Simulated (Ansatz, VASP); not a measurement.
## Cross-check of B27P26 (V_P) between VASP and Ansatz

Wanted: the spread between two codes on one cell, functional and k mesh. The cell is taken from a series of runs on this material, whose earlier steps may have relaxed, scaled, displaced or heated it; both programs get it as it stands.

Program: Ansatz 0.2.0. Level of theory: plane waves, with VASP 6.6.1 beside it; single point at r2SCAN. Results are calculated unless marked as measured.

## 1. Set-up

The cell holds 53 atoms: 27 B and 26 P. Its edges and angles: a = 9.623 Å, b = 9.623 Å, c = 9.623 Å, α = 60.0°, β = 60.0°, γ = 60.0°. It derives from BP (BP (F-43m)). Nearest the centre at fractional (0.250, 0.583, 0.583): B9 at 2.31 Å, B17 at 2.31 Å, B18 at 2.31 Å, B15 at 2.32 Å, P34 at 3.21 Å, P32 at 3.21 Å, P50 at 3.21 Å, P52 at 3.21 Å.

Coordinates:

```
B P
1.0
     0.00000    6.80456    6.80456
     6.80456    0.00000    6.80456
     6.80456    6.80456    0.00000
B P
27 26
Direct
  0.99998 0.99860 0.00038
  0.99907 0.99941 0.33224
  0.99912 0.99915 0.66873
  0.99924 0.33135 0.00018
  0.00032 0.33194 0.33355
  0.99926 0.33112 0.66882
  0.99930 0.66741 0.00019
  0.99926 0.66747 0.33246
  0.95601 0.68101 0.68125
  0.33515 0.99767 0.99841
  0.33552 0.99914 0.33232
  0.33508 0.99740 0.66827
  0.33574 0.33106 0.00020
  0.33562 0.33112 0.33246
  0.34828 0.28827 0.68142
  0.33521 0.66705 0.99861
  0.34810 0.68100 0.28918
  0.34838 0.68126 0.68153
  0.66722 0.99845 0.00046
  0.66716 0.99859 0.33321
  0.66525 0.99765 0.66833
  0.66735 0.33107 0.00057
  0.66701 0.33133 0.33242
  0.66701 0.33106 0.66895
  0.66534 0.66732 0.99854
  0.66700 0.66739 0.33251
  0.66544 0.66704 0.66840
  0.24995 0.25019 0.24959
  0.24769 0.25087 0.58083
  0.24780 0.25098 0.91972
  0.24800 0.58082 0.25105
  0.24796 0.58092 0.91941
  0.24777 0.91932 0.25141
  0.24753 0.91972 0.58066
  0.24922 0.91665 0.91673
  0.58394 0.24927 0.24941
  0.58658 0.25095 0.58095
  0.58399 0.24928 0.91709
  0.58643 0.58047 0.25171
  0.58630 0.58090 0.58109
  0.58384 0.58189 0.91697
  0.58376 0.91735 0.24926
  0.58360 0.91663 0.58237
  0.58379 0.91649 0.91693
  0.91674 0.24987 0.24987
  0.91649 0.25019 0.58306
  0.91629 0.24928 0.91705
  0.91665 0.58357 0.24975
  0.91794 0.58081 0.58112
  0.91854 0.58048 0.91959
  0.91613 0.91731 0.24925
  0.91826 0.91933 0.58091
  0.91614 0.91737 0.91687
```

## 2. Ansatz: single point, r2SCAN

Ansatz runs on its PAW soft_1 files.

With cell and atoms fixed, the geometry can't cause a difference; cores, projectors, grids and the points listed under the comparison can.

input.yaml

```yaml
crystal:
  checkpoint: "../qp3.relax.run"
  host: checkpoint
basis:
  ecutwfc: 500
  xc_grid: 2
hamiltonian:
  xc: r2scan
  pseudopotentials: { kind: paw, azcp: { folder: soft_1 } }
kpoints:
  mp_grid: { grid: [2, 2, 2], shift: [0.5, 0.5, 0.5] }
scf:
  occupations: { method: fixed }
  max_iter: 60
output:
  forces: true
  eigenvalues: true
  charged_corrections: { defect_position: [0.25, 0.583333, 0.583333] }
checkpoint:
  read: "../qp3.relax.run"
  write: "../qp3.point_neutral.run"
  compress: false
  write_wavefunctions: false
  write_every: 100000
magnetization:
  spin_polarized: true
  initial_magnetization: 1
  spin_locking: { lock_magnetization: hard }
```

Run with:

```sh
ansatz run input.yaml --threads 4 --pin off --max-ram 7536MiB --backend cpu --events-out ev --progress --plain --runs-dir out
```

Numbers of over 12 decimals in the logs are rounded to 6 here.

Output:

```text
Warning: This run holds its total moment fixed (magnetization.spin_locking.lock_magnetization: hard) and mixes its density by anderson or broyden (scf.mixing.algorithm, typed or taken by auto). Slabs with a fixed moment have converged under broyden above another state at the same moment, at the default mixing steps and at smaller ones, and under scf.lower_state_search: standard, light or off a state that such a mixer [...]
checkpoint.read: the saved state was converged at a total charge of 3 e, and this run's is 0 e: a saved density that it takes is scaled to its electron count
crystal.checkpoint: the structure is that of <dir>, a `relax` run, at its step 14: its result, under r2scan at a charge of 3 e; 53 atoms read, 0 with a starting moment; this deck's charge is 0 e; crystal.structure_sha256 for this input is
Engine: ansatz 0.2.0, x86_64-unknown-linux-gnu
Pseudopotentials: kind: paw
Pseudopotential: B, paw, valence charge 3, recommended cutoff 500 eV (meta_gga), soft_1/B.paw.azcp
Pseudopotential: P, paw, valence charge 5, recommended cutoff 500 eV (meta_gga), soft_1/P.paw.azcp
Functional definition: r2SCAN
  parameter k0 = 0.174
  parameter k1 = 0.065
  parameter a1 = 4.9479
  exchange = r2scan_x(k0 = k0, k1 = k1, a1 = a1)
  correlation = r2scan_c
Crystal: 53 atoms, lattice volume = 630.129 Å³
Basis set: ecut = 500 eV, 16049 PW (Γ), exchange–correlation on 144×144×144 points (8 copies of the dense FFT grid, shifted against one another)
Bands: 159, of which v1, the nominal top of the filled ones, is band 106 counted from 1 (105 counted from 0)
Symmetry: 1 space group operations
Space group: P1 (ITA 1), of the structure as read, at distance tolerance 8.6e-5 Å
Magnetic group: BNS 1.1 (UNI 1), of the structure as read, at distance tolerance 8.6e-5 Å
k-points: 4 of 8 (time reversal used)
Non-local potential: B, projectors of the file, l = 0: 2, l = 1: 2, l = 2: 1
Non-local potential: P, projectors of the file, l = 0: 2, l = 1: 2, l = 2: 1
PAW form: soft (Blöchl's): semilocal exchange-correlation on the pseudo side does not see the compensation charge
PAW frozen core: B, regenerated for the run's functional (the file was generated under x = pbe(κ = 0.804, μ = 0.219515), c = pbe(β = 0.066725))
PAW frozen core: P, regenerated for the run's functional (the file was generated under x = pbe(κ = 0.804, μ = 0.219515), c = pbe(β = 0.066725))
PAW one-centre angular grid: B, 302 points (default); XC on 223 of its mesh's 2233 points in the sphere
PAW one-centre angular grid: P, 302 points (default); XC on 160 Gauss nodes
Initial density: read from a saved state, or passed on in memory by an earlier SCF of this step, an earlier step, the calling program or the single point that the run made first
Starting moments: Σ|m| = 1 μB on 53 of 53 sites; this step starts from the density that it was given
Initial wavefunctions: those read from a saved state, or passed on in memory by an earlier step or the calling program
Functional: x = r2scan, c = r2scan; τ floored in thin density (d = 2e-4 eV/Å³)
iter 1 solved again at ethr=2.15e-3 eV; its pass at ethr=3.10e-3 eV (dr2=4.55e0 eV) is discarded
SCF iter   1: F=—  HF=-23985.893343 eV  |F-HF|=—  |Δ(HF+E_count)|=         —  Δρ=7.88e-3 (↑7.88e-3 ↓4.33e-3)  dr2=4.46e0  dr2_τ=9.72e-3  dr2_m=2.84e-2  M=1.000 μB ∫|m|=1.000 μB  β_m=0.30  ethr=2.15e-3  ⟨swp⟩=1.0  Hψ=3580  notcnv=0  defer=76
preconditioner: auto → Resta (q_TF=auto, 2.274 Å⁻¹)  ε∞=4.6  [insulator: Δε(μ)=0.292 eV  Ē_g=11.288 eV  n_scr=136 (ndim 8)  ℏωp=21.5 eV  f_vac=0.001  ε∞_Penn≈4.6]
spin=Collinear: Resta preconditioning applied to the charge; magnetization (m = ρ↑ − ρ↓) channel mixes plain (no charge-response kernel on spin).
SCF iter   2: F=—  HF=-23985.301933 eV  |F-HF|=—  |Δ(HF+E_count)|=   5.91e-1  Δρ=5.36e-3 (↑5.36e-3 ↓2.66e-3)  dr2=1.72e0  dr2_τ=2.03e-3  dr2_m=1.79e-2  M=1.000 μB ∫|m|=1.003 μB  β_m=0.76  ethr=2.12e-3  ⟨swp⟩=2.0  Hψ=939  notcnv=0  defer=85  κ⁻¹=1.0e0(r=1)
SCF iter   3: F=—  HF=-23985.047879 eV  |F-HF|=—  |Δ(HF+E_count)|=   2.54e-1  Δρ=2.11e-3 (↑2.11e-3 ↓1.80e-3)  dr2=1.76e-1  dr2_τ=1.91e-4  dr2_m=1.89e-3  M=1.000 μB ∫|m|=1.076 μB  β_m=1.20  ethr=8.18e-4  ⟨swp⟩=3.4  Hψ=1998  notcnv=0  defer=410  κ⁻¹=1.5e-2(r=2)
SCF iter   4: F=—  HF=-23985.026859 eV  |F-HF|=—  |Δ(HF+E_count)|=   2.10e-2  Δρ=1.18e-3 (↑1.13e-3 ↓1.18e-3)  dr2=5.91e-2  dr2_τ=1.03e-4  dr2_m=1.10e-4  M=1.000 μB ∫|m|=1.150 μB  β_m=1.20  ethr=8.32e-5  ⟨swp⟩=3.5  Hψ=1579  notcnv=0  defer=412  κ⁻¹=8.3e-3(r=3)
[...]
atom   3  B      0.21114365     0.11465118     0.21651174
  atom   4  P      0.20128001     0.77254740     0.19515443
  atom   5  B     -0.02086014    -0.23970183     0.25108181
  atom   6  P     -0.82688946    -0.15506120     0.16205494
  atom   7  B      0.20453334     0.11294107     0.19692070
  atom   8  P      0.16810641     0.26679512     0.57876696
  atom   9  B      0.16084108    -0.09738855     0.17717872
  atom  10  B     -0.04897671    -0.22223056     0.24777757
  atom  11  P     -0.25857020    -0.12425719     0.70767632
  atom  12  B      0.00545064     0.07419168    -0.01102490
  atom  13  P     -0.80238415     0.17765175    -0.19102933
  atom  14  B     -0.02446574     0.09307422    -0.01377031
  atom  15  P     -0.23600610     0.91867366    -0.24366798
  atom  16  B     -0.55653399     0.59332678     0.57977266
  atom  17  P     -0.15795314     0.13680001    -0.02737205
  atom  18  B      0.75552831    -0.02895845     0.01268770
  atom  19  P     -0.07061553     0.08854761    -0.14131961
  atom  20  B      0.24005694    -0.23729743    -0.00773416
  atom  21  P      0.16527493    -0.15510268    -0.82733012
  atom  22  B      0.01638678    -0.73860735     0.02355172
  atom  23  P     -0.14191060     0.01814492    -0.15804437
  atom  24  B      0.24563720    -0.20624642    -0.04295016
  atom  25  P      0.12334770    -0.78347290    -0.20262343
  atom  26  B      0.23831708    -0.22061249    -0.03697212
[...]
atom  46  B     -0.05642016    -0.20721599     0.25589303
  atom  47  P     -0.20104260    -0.78520202     0.12262360
  atom  48  B      0.03013621     0.71628860     0.03372927
  atom  49  P     -0.13950659     0.14592402    -0.15357773
  atom  50  B     -0.02244479     0.07401989     0.01689958
  atom  51  P     -0.18788363     0.17923381    -0.80501826
  atom  52  B     -0.60135462    -0.08804842     0.04274269
  atom  53  P     -0.22577058     0.10565380    -0.16849054
  max |Σ_I F_I| component: 3.11e-3 eV/Å
--- Band table (eV; the first three rows and the last of 8) ---
  k-point 0 ↑: bands = [... 102 lower, 8.1630, 8.2252, 8.3167, 10.2608, 10.4602, 10.4613, 10.8251, 10.8374, ... 49 higher]
  k-point 1 ↑: bands = [... 102 lower, 7.7564, 8.0725, 8.8926, 9.6883, 10.5738, 10.5877, 10.7101, 11.4861, ... 49 higher]
  k-point 2 ↑: bands = [... 102 lower, 7.7432, 8.0224, 8.8904, 9.6946, 10.5704, 10.5819, 10.6978, 11.4809, ... 49 higher]
  k-point 3 ↓: bands = [... 102 lower, 7.7890, 8.0955, 9.3262, 10.2770, 10.7202, 10.8802, 11.1800, 11.5128, ... 49 higher]
```

## 3. VASP: single point, r2SCAN

The same cell, functional and mesh now go to VASP, with its own data sets.

Lines of VASP's logs that name or quote its potential files are left out, and so is its time.

INCAR

```
SYSTEM = B27P26
PREC = Accurate
ENCUT = 460
EDIFF = 1E-06
NELM = 200
ISMEAR = 0
SIGMA = 0.01
LREAL = Auto
ALGO = Normal
METAGGA = R2SCAN
LASPH = .TRUE.
NBANDS = 144
ISPIN = 2
MAGMOM = 0 0.01 0 0 0 0 0 0 0.1 0.01 0 0.01 0 0 0.1 0.01 0.1 0.03 0 0 0.01 0 0 0 0.01 0 0.01 -0 0 -0 0 0 -0 0 0 -0 -0 0 -0 0 0 0 0 0 -0 -0 -0 -0 0 -0 -0 -0 0
LORBIT = 11
LWAVE = .FALSE.
LCHARG = .FALSE.
ISIF = 2
ISYM = 0
NUPDOWN = 1
GGA_COMPAT = .FALSE.
LMIXTAU = .TRUE.
KPAR = 4
```

POSCAR

```
B27P26
1.0
    0.0000000000      6.8045562257      6.8045562257
    6.8045562257      0.0000000000      6.8045562257
    6.8045562257      6.8045562257      0.0000000000
B P
27 26
Direct
    0.9999758340      0.9986011444      0.0003843198
    0.9990658006      0.9994098035      0.3322447843
    0.9991193849      0.9991460146      0.6687347718
    0.9992377851      0.3313455059      0.0001782283
    0.0003221026      0.3319441904      0.3335460206
    0.9992630795      0.3311235611      0.6688168422
    0.9993036584      0.6674054243      0.0001933535
    0.9992608915      0.6674716795      0.3324568507
    0.9560078860      0.6810118467      0.6812517629
    0.3351484110      0.9976653612      0.9984138915
    0.3355202881      0.9991449061      0.3323242835
    0.3350847345      0.9974031281      0.6682714907
    0.3357423488      0.3310632649      0.0001976216
    0.3356167513      0.3311248985      0.3324577416
    0.3482848958      0.2882738838      0.6814229654
    0.3352113383      0.6670504043      0.9986129279
    0.3481012801      0.6809994584      0.2891769307
    0.3483841184      0.6812579426      0.6815347926
    0.6672229853      0.9984455117      0.0004606731
    0.6671586316      0.9985900904      0.3332137609
    0.6652511076      0.9976513246      0.6683310962
    0.6673483994      0.3310715348      0.0005731723
    0.6670077712      0.3313313525      0.3324185082
    0.6670070333      0.3310578685      0.6689468446
    0.6653431382      0.6673223424      0.9985358596
    0.6669991457      0.6673934326      0.3325138162
    0.6654363883      0.6670423828      0.6684047633
    0.2499548352      0.2501926372      0.2495910128
    0.2476921399      0.2508656379      0.5808291917
    0.2477958219      0.2509760970      0.9197198329
    0.2480035510      0.5808239017      0.2510540779
    0.2479593396      0.5809221280      0.9194135984
    0.2477654886      0.9193209134      0.2514079598
    0.2475262917      0.9197209376      0.5806625896
    0.2492207617      0.9166493453      0.9167278980
    0.5839394220      0.2492687720      0.2494143788
    0.5865833206      0.2509489517      0.5809547535
    0.5839854166      0.2492831922      0.9170854261
    0.5864272007      0.5804733306      0.2517131831
    0.5863028629      0.5809004486      0.5810888209
    0.5838393210      0.5818896174      0.9169674539
    0.5837636843      0.9173543852      0.2492553059
    0.5836001347      0.9166341468      0.5823661824
    0.5837860901      0.9164935395      0.9169326699
    0.9167448350      0.2498710819      0.2498685290
    0.9164856451      0.2501861409      0.5830593898
    0.9162949627      0.2492768700      0.9170450180
    0.9166478310      0.5835680138      0.2497475307
    0.9179356475      0.5808062766      0.5811237983
    0.9185447663      0.5804802408      0.9195860429
    0.9161306598      0.9173133958      0.2492509971
    0.9182552499      0.9193255983      0.5809129334
    0.9161374854      0.9173667527      0.9168687394
```

KPOINTS

```
Points of the shifted mesh
8
Reciprocal
 0.2500000000  0.2500000000  0.2500000000 1
 0.2500000000  0.2500000000  0.7500000000 1
 0.2500000000  0.7500000000  0.2500000000 1
 0.2500000000  0.7500000000  0.7500000000 1
 0.7500000000  0.2500000000  0.2500000000 1
 0.7500000000  0.2500000000  0.7500000000 1
 0.7500000000  0.7500000000  0.2500000000 1
 0.7500000000  0.7500000000  0.7500000000 1
```

Potentials, in the order of the species: B and P (PBE family, release 64).

Run with:

```sh
mpirun -np 8 vasp_std
```

Output:

```text
[banner, memory and clock lines left out]
running    8 mpi-ranks, on    1 nodes
[...]
|                                                                             |
|           W    W    AA    RRRRR   N    N  II  N    N   GGGG   !!!           |
|           W    W   A  A   R    R  NN   N  II  NN   N  G    G  !!!           |
|           W    W  A    A  R    R  N N  N  II  N N  N  G       !!!           |
|           W WW W  AAAAAA  RRRRR   N  N N  II  N  N N  G  GGG   !            |
|           WW  WW  A    A  R   R   N   NN  II  N   NN  G    G                |
|           W    W  A    A  R    R  N    N  II  N    N   GGGG   !!!           |
|                                                                             |
|     For optimal performance we recommend to set                             |
|       NCORE = 2 up to number-of-cores-per-socket                            |
|     NCORE specifies how many cores store one orbital (NPAR=cpu/NCORE).      |
|     This setting can greatly improve the performance of VASP for DFT.       |
[...]
|                                                                             |
|     You enforced a specific xc type in the INCAR file but a different       |
|     [... a line on the potential file left out ...]
|     I HOPE YOU KNOW WHAT YOU ARE DOING!                                     |
|                                                                             |

 LDA part: xc-table for (None), standard interpolation
 POSCAR, INCAR and KPOINTS ok, starting setup
[...]
entering main loop
       N       E                     dE             d eps       ncg     rms          rms(c)
DAV:   1     0.519079179588E+03    0.51908E+03   -0.88955E+04  4608   0.122E+03
DAV:   2    -0.437121910852E+03   -0.95620E+03   -0.90245E+03  5584   0.221E+02
DAV:   3    -0.499548098402E+03   -0.62426E+02   -0.61393E+02  5696   0.533E+01
DAV:   4    -0.501064499728E+03   -0.15164E+01   -0.15047E+01  5816   0.865E+00
[...]
DAV:  18    -0.452034413562E+03   -0.18178E-05   -0.18870E-05  5432   0.615E-03    0.398E-03
DAV:  19    -0.452034417371E+03   -0.38096E-05   -0.39901E-05  5536   0.770E-03    0.291E-03
DAV:  20    -0.452034418218E+03   -0.84662E-06   -0.16397E-06  3392   0.251E-03
   1 F= -.45203442E+03 E0= -.45203442E+03  d E =-.407030E-16  mag=     1.0000
```

Parts of OUTCAR (step 3):

```text
  FREE ENERGIE OF THE ION-ELECTRON SYSTEM (eV)
  ---------------------------------------------------
  free  energy   TOTEN  =      -452.0344182178 eV

  energy  without entropy=     -452.0344182178  energy(sigma->0) =     -452.03441822

 magnetization (x)
# of ion       s       p       d       tot
------------------------------------------
    1        0.000   0.002   0.000   0.002
    2        0.002   0.004   0.000   0.006
    3        0.000   0.002   0.000   0.003
    4        0.002   0.004   0.000   0.005
    5        0.001   0.002   0.000   0.002
    6        0.001   0.002   0.000   0.003
    7        0.000   0.002   0.000   0.003
    8        0.001   0.002   0.000   0.003
    9        0.017   0.103   0.000   0.120
   10        0.005   0.004   0.000   0.010
   11        0.000   0.002   0.000   0.003
   12        0.003   0.002   0.000   0.005
   13        0.000   0.002   0.000   0.003
[...]
--------------------------------------------------
tot          0.099   0.344   0.000   0.443

[... 1 further part left out ...]
```

The run ends at a pressure of 0.12 GPa, with forces up to 1.0 eV/Å.

## 4. Comparison

Known differences besides the potentials themselves: VASP starts from the moments at which Ansatz ended; VASP keeps PBE cores, Ansatz makes them for the functional; fixed occupations in Ansatz, narrow Gaussian smearing in VASP; the cutoff is 500 eV in Ansatz and 460 eV in VASP (PREC = Accurate, projectors in real space); site moments are counted in spheres of each program's own size. Total energies have different zeros and are not compared.

Both answers:

```tsv
quantity	Ansatz	VASP	difference
total moment, fixed by the input (μB)	1.00	1.00	0.00
moment on B9 (μB)	0.10	0.12	-0.02
moment on B17 (μB)	0.10	0.12	-0.02
moment on B15 (μB)	0.10	0.12	-0.02
```

Forces on 10 of the 53 atoms, those with the largest forces and the largest differences (eV/Å; atoms numbered as in POSCAR):

```tsv
atom	Ansatz x, y, z	VASP x, y, z
B9	-0.557, 0.593, 0.580	-0.550, 0.588, 0.574
B15	0.583, -0.587, 0.583	0.577, -0.579, 0.577
B17	0.581, 0.593, -0.555	0.574, 0.587, -0.547
B18	-0.525, -0.607, -0.520	-0.523, -0.603, -0.516
P30	-0.827, -0.155, 0.162	-0.837, -0.163, 0.164
P34	-0.236, 0.919, -0.244	-0.236, 0.929, -0.252
P37	0.165, -0.155, -0.827	0.166, -0.157, -0.843
P40	0.719, -0.124, -0.265	0.735, -0.125, -0.269
P49	0.590, 0.268, 0.163	0.607, 0.273, 0.169
P52	-0.188, 0.179, -0.805	-0.189, 0.184, -0.822
```

The forces differ by 5.2 meV/Å r.m.s., which is 1.6 % of the r.m.s. force of 0.328 eV/Å (both taken over all components).

## 5. Results

```json
{
 "r.m.s. force difference (single point, r2SCAN)": "1.6 % of the r.m.s. force"
}
```

The r.m.s. force difference is 1.6 % of the r.m.s. force (single point, r2SCAN), within the 3 % picked in this series as the mark of a large difference. Such differences can come from data sets, numerical settings and the points named under the comparisons, not from the functional's error against experiment.

[Lines on the potential files, build, host, timing and source positions are cut from VASP's logs without a mark.]

[Logs are printed without paths, hosts, clocks, repeated set-up lines and the standing remarks that a program may print on its own settings, such as how far it seeks lower states.]

[Hosts, paths, dates, database ids (printed as entryN), source tags and the programs' standing remarks are cut or masked in the printed files.]
